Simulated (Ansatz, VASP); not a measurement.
# BP: VASP beside Ansatz

```
CELL_PARAMETERS angstrom
0.00000 2.20697 2.20697
2.20697 0.00000 2.20697
2.20697 2.20697 0.00000
ATOMIC_POSITIONS crystal
B 0.00000 0.00000 0.00000
P 0.75000 0.75000 0.75000
```

Alike in both runs: functional LDA; k mesh 8 × 8 × 8; no spin polarisation.

Ansatz relaxed the structure, and its values are those at the end. VASP's run is a single point on that final structure, the one shown.

```csv
,VASP,Ansatz
version,VASP 6.6.1,Ansatz 0.2.0
potentials or method,"VASP PAW LDA potentials, release 64 (B, P)","PAW with Ansatz's default frozen-core files, scalar-relativistic"
plane-wave cutoff (eV),520,420
occupations,"gaussian, width 0.01 eV",fixed
valence electrons in the cell,8,8
```

|  | VASP | Ansatz | Ansatz less VASP |
| --- | --- | --- | --- |
| gap on the k mesh at the Fermi level (eV) | 1.13 | 1.13 | -0.001 |
| pressure (GPa) | 9.8 | 10.0 | +0.15 |

A k mesh can miss the band edges.
